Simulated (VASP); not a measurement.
## From an Ansatz input to VASP: YN (rocksalt)

Ansatz input

```yaml
crystal:
  lattice:
    - [0.0, 2.4480481425, 2.4480481425]
    - [2.4480481425, 0.0, 2.4480481425]
    - [2.4480481425, 2.4480481425, 0.0]
  atoms:
    - { symbol: "Y", position: [0.0, 0.0, 0.0] }
    - { symbol: "N", position: [0.5, 0.5, 0.5] }
kpoints:
  mp_grid: { grid: [10, 10, 10] }
  band_path:
    path:
      - [[0.0, 0.0, 0.0], [0.5, 0.0, 0.5], [0.5, 0.25, 0.75], [0.375, 0.375, 0.75], [0.0, 0.0, 0.0], [0.5, 0.5, 0.5], [0.625, 0.25, 0.625], [0.5, 0.25, 0.75], [0.5, 0.5, 0.5], [0.375, 0.375, 0.75]]
      - [[0.625, 0.25, 0.625], [0.5, 0.0, 0.5]]
    npoints: 10
hamiltonian:
  xc: pbe
scf:
  occupations: { method: fermi_dirac, width: 0.02 }
  n_extra_bands: 4
output:
  forces: true
  stress: true
  eigenvalues: true
```

Task: Which VASP files do the same job?

Result: 

INCAR

```
PREC = Accurate
LASPH = .TRUE.
NSW = 0
SIGMA = 0.02
ISMEAR = -1
LREAL = .FALSE.
NELM = 120
IBRION = -1
NBANDS = 15
EDIFF = 1E-7
GGA = PE
ENCUT = 520
LCHARG = .FALSE.
ISIF = 2
LWAVE = .FALSE.
```

KPOINTS

```
KPOINTS created by Atomic Simulation Environment
0
Gamma
10 10 10
0 0 0
```

KPOINTS_OPT

```
special points
6
Reciprocal
0.0000000000 0.0000000000 0.0000000000 1
0.5000000000 0.0000000000 0.5000000000 1
0.5000000000 0.2500000000 0.7500000000 1
0.3750000000 0.3750000000 0.7500000000 1
0.5000000000 0.5000000000 0.5000000000 1
0.6250000000 0.2500000000 0.6250000000 1
```

POSCAR

```
Y  N
 1.0000000000000000
     0.0000000000000000    2.4480481424659373    2.4480481424659373
     2.4480481424659373    0.0000000000000000    2.4480481424659373
     2.4480481424659373    2.4480481424659373   -0.0000000000000000
 Y   N
   1   1
Cartesian
 -0.0000000000000000 -0.0000000000000000 -0.0000000000000000
  2.4480481424659368  2.4480481424659368  2.4480481424659368
```

VASP ran with the recommended PBE PAW datasets (16 valence electrons in the cell). Other inputs would serve too.

```
                            Ansatz     VASP
gap between bands v and c  0.20 eV  0.20 eV
         least direct gap  0.59 eV  0.59 eV
                 pressure  1.0 GPa  0.8 GPa
```

The two codes use different PAW datasets and cutoffs. VASP's cell holds 16 valence electrons and Ansatz's 16. Ansatz's stress includes a Pulay correction; VASP's doesn't. Ansatz solved a whole band path, VASP its corner points and band edges.
